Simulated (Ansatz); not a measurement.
# Na (P6_3/mmc) in Ansatz: reference runs

How does Na come out in PBE? The cell is run as given and disturbed.

Everything below comes from runs of Ansatz 0.2.0. Logs are shortened: lines on timing, memory, paths and dates and some standing lists are left out, and cuts for length are marked.

## 1. The structure

It takes space group P6_3/mmc (No. 194, hexagonal). Conventional cell: a = 3.767 Å, b = 3.767 Å, c = 6.154 Å, α = 90.00°, β = 90.00°, γ = 120.00°. Around Na (site symmetry -6m2) lie 12 Na at 3.77 Å.

This isn't the form of Na at room conditions, which is bcc.

## 2. Single point, PBE

File input.yaml:

```yaml
crystal:
  lattice:
    - [3.767, 0.0, 0.0]
    - [-1.8835, 3.2623176961, 0.0]
    - [0.0, 0.0, 6.154]
  atoms:
    - { symbol: Na, position: [0.6666666667, 0.3333333333, 0.75] }
    - { symbol: Na, position: [0.3333333333, 0.6666666667, 0.25] }
hamiltonian:
  xc: pbe
  pseudopotentials: { kind: paw }
kpoints:
  mp_grid: { grid: [8, 8, 5] }
scf:
  occupations: { method: fermi_dirac, width: 0.05 }
output:
  forces: true
  stress: true
  eigenvalues: true
```

Potentials or basis: Ansatz PAW.

On the command line:

```sh
> ansatz run input.yaml --threads 2 --pin off --max-ram 5120MiB --backend cpu --events-out ev --progress --plain --runs-dir out
```

Standard output:

```text
Warning: RAYON_NUM_THREADS=2 ignored (pool sized by the plan → 2); use --threads N
Engine: ansatz 0.2.0, x86_64-unknown-linux-gnu
Pseudopotentials: kind: paw
Pseudopotential: Na, paw, valence charge 9, recommended cutoff 420 eV (normal), Na.paw.azcp
Functional definition: PBE
  parameter kappa = 0.804
  parameter beta = 0.06672455060314922
  exchange = pbe_x(kappa = kappa, mu = beta*pi^2/3)
  correlation = pbe_c(beta = beta)
Crystal: 2 atoms, lattice volume = 75.627 Å³
Basis set: ecut = 420 eV, 1473 PW (Γ), exchange–correlation on 54×54×90 points (8 copies of the dense FFT grid, shifted against one another)
Bands: 13, of which v1, the nominal top of the filled ones, is band 9 counted from 1 (8 counted from 0)
Symmetry: 24 space group operations
Space group: P63/mmc (ITA 194), of the structure as read, at distance tolerance 4.2e-5 Å
k-points: 30 of 320
Non-local potential: Na, projectors of the file, l = 0: 3, l = 1: 2, l = 2: 1
PAW form: soft (Blöchl's): semilocal exchange-correlation on the pseudo side does not see the compensation charge
PAW one-centre angular grid: Na, 110 points (default); XC on 64 Gauss nodes
Initial density: superposition of atomic densities (neutral atoms: chi_scale 0, normalization atom), corrected by the library's trained network
Initial wavefunctions: pseudopotential atomic-orbital guess
Functional: x = pbe(κ = 0.804, μ = 0.2195149727645171), c = pbe(β = 0.06672455060314922)
SCF iter   1: F=—  HF=-2972.832973 eV  |F-HF|=—  |Δ(HF+E_count)|=         —  Δρ=5.50e-4  dr2=1.25e-4  ethr=1.77e-3  ⟨swp⟩=4.2  Hψ=1972  notcnv=0
preconditioner: auto → none  [insulator: Δε(μ)=0.170 eV  Ē_g=4.772 eV  σ=0.050 eV  W_gap=0.55  n_scr=10 (ndim 8)  ℏωp=6.0 eV  f_vac=0.000  D(μ)=0.75/eV (n_scr^D=2)  ε∞_Penn≈2.6]
SCF iter   2: F=—  HF=-2972.832417 eV  |F-HF|=—  |Δ(HF+E_count)|=   5.55e-4  Δρ=2.24e-4  dr2=2.73e-5  ethr=6.94e-7  ⟨swp⟩=2.1  Hψ=896  notcnv=0
SCF iter   3: F=—  HF=-2972.832460 eV  |F-HF|=—  |Δ(HF+E_count)|=   4.29e-5  Δρ=7.14e-5  dr2=4.32e-6  ethr=1.52e-7  ⟨swp⟩=2.0  Hψ=594  notcnv=0
SCF iter   4: F=—  HF=-2972.832474 eV  |F-HF|=—  |Δ(HF+E_count)|=   1.36e-5  Δρ=3.50e-5  dr2=3.89e-7  ethr=2.40e-8  ⟨swp⟩=2.8  Hψ=665  notcnv=0
iter 5 did not close the SCF: its close was put off for the readings that it lacked (scf_convergence_deferred on its scf_iter line)
SCF iter   5: F=-2972.832473 eV  HF=-2972.832473 eV  |F-HF|=4.68e-9  |Δ(HF+E_count)|=   3.22e-7  Δρ=3.30e-6  dr2=2.84e-9  ethr=2.16e-9  ⟨swp⟩=2.0  Hψ=629  notcnv=0
SCF iter   6: F=-2972.832473 eV  HF=-2972.832473 eV  |F-HF|=1.68e-11  |Δ(HF+E_count)|=   2.16e-9  Δρ=2.26e-7  dr2=1.34e-11  ethr=1.58e-11  ⟨swp⟩=1.2  Hψ=1192  notcnv=0
SCF 1 converged in 6 iterations: F = -2972.832473 eV  dr2 = 1.34e-11
SCF converged after 6 iterations
Free energy (F): -2972.832473 eV
Harris-Foulkes:  -2972.832473 eV  (|F-HF|=1.68e-11)
Internal energy: -2972.825816 eV  (E = F + TS)
E sigma→0 (E₀):  -2972.829144 eV
Entropy (-TS):   -0.006658 eV (-3.329 meV/atom)
Fermi energy:    1.610656 eV
--- Per-component energies (eV) ---
  E_band       = -483.857154
  E_kinetic    = 240.247909
  E_local      = -2897.338516  (includes V_loc(G=0)·N_el)
  E_nonlocal   = 230.190280
  E_hartree    = 1060.684061
  E_xc         = -76.644675
  E_vxc        = -98.475960  (∫ρ·V_xc dr)
  E_paw        = -526.328953  (= ΣΔE_a)
  E_vpaw       = -79.848771  (= ΣTr[D̂ρ^β])
  E_aug_tail   = -0.000060  (compensation charges beyond the density's cutoff)
  E_ewald      = -1003.635862
  E_smearing   = -0.006658  (= −TS)
  E_closure    = -0.000000  (closes the sum)
  Σ components = -2972.832473   (vs F -2972.832473, Δ=0.00e0)
--- Forces (eV/Å), atoms counted from 1 ---
  atom   1  Na    -0.00000000    -0.00000000    -0.00000000
  atom   2  Na    -0.00000000     0.00000000     0.00000000
  max |Σ_I F_I| component: 3.61e-20 eV/Å
--- Stress (GPa, compression-positive) ---
       -0.066007       0.000000       0.000000
       -0.000000      -0.066007       0.000000
        0.000000       0.000000      -0.305865
  P = ⅓ Tr σ = -0.1460 GPa (-1.460 kbar)
--- Band table (eV; the first three rows and the last of 30) ---
  k-point 0: bands = ["-51.3505", "-51.3488", "-23.2883", "-23.2603", "-23.2603", "-23.2559", "-23.2558", "-23.2558", "-1.5788", "2.2048", "2.5937", "11.5277", "11.5277"]
  k-point 1: bands = ["-51.3503", "-51.3490", "-23.2853", "-23.2599", "-23.2599", "-23.2590", "-23.2562", "-23.2562", "-1.4150", "0.9831", "4.0951", "10.6120", "11.6507"]
  k-point 2: bands = ["-51.3499", "-51.3494", "-23.2772", "-23.2671", "-23.2588", "-23.2588", "-23.2573", "-23.2573", "-0.9267", "-0.1225", "6.0397", "8.2380", "11.9692"]
  k-point 29: bands = ["-51.3485", "-51.3484", "-23.2831", "-23.2821", "-23.2746", "-23.2720", "-23.2631", "-23.2620", "3.0874", "3.1990", "3.9698", "3.9906", "5.1561"]
```

It took 0.66 s on 2 threads of AMD EPYC 7B13 (Zen 3), shared host; peak memory 0.37 GiB.

What came out:

```
Free energy            : -2972.8325 eV
Pressure               : -0.1 GPa
Band gap on the k mesh : none (metal or under the smearing width)
```

Stress tensor (GPa, compression positive):
```
-0.07  0.00  0.00
 0.00 -0.07  0.00
 0.00  0.00 -0.31
```

## 3. Single point, PBE (atoms moved at random, drawn with an rms of 0.05 Å)

input.yaml: that of step 2 with these lines changed.

```diff
@@ -6,4 +6,4 @@
   atoms:
-    - { symbol: Na, position: [0.6666666667, 0.3333333333, 0.75] }
-    - { symbol: Na, position: [0.3333333333, 0.6666666667, 0.25] }
+    - { symbol: Na, position: [0.655492, 0.323781, 0.749898] }
+    - { symbol: Na, position: [0.322962, 0.658559, 0.248059] }
 hamiltonian:
```

Potentials or basis: Ansatz PAW.

On the command line:

```sh
> ansatz run input.yaml --threads 2 --pin off --max-ram 5120MiB --backend cpu --events-out ev --progress --plain --runs-dir out
```

Wall time 2.4 s (2 threads of AMD EPYC 7B13 (Zen 3), shared host); peak memory 0.47 GiB.

The run converged. Its results:

| Quantity | Value |
| --- | --- |
| Free energy | -2972.8324 eV |
| Pressure | -0.1 GPa |
| Largest force | 0.008 eV/Å |
| Band gap on the k mesh | none (metal or under the smearing width) |

Forces in eV/Å, atoms in the order of the input:
```
Na   0.000  0.001 -0.008
Na   0.000 -0.001  0.008
```

Stress tensor (GPa, compression positive):
```
-0.07  0.00  0.00
 0.00 -0.06  0.00
 0.00  0.00 -0.31
```

Levels at points of the mesh, in eV from the Fermi level:
```csv
k point,band 5,band 6,band 7,band 8,band 9,band 10,band 11,band 12,band 13
"(0.00, 0.00, 0.00)",-24.87,-24.87,-24.87,-24.87,-3.19,0.59,0.98,9.92,9.92
"(0.00, -0.50, 0.00)",-24.88,-24.88,-24.87,-24.87,0.29,0.39,3.87,3.88,4.34
"(-0.50, 0.00, 0.00)",-24.88,-24.88,-24.87,-24.87,0.29,0.40,3.87,3.88,4.34
"(-0.50, -0.50, 0.00)",-24.88,-24.88,-24.87,-24.87,0.29,0.40,3.87,3.88,4.34
```
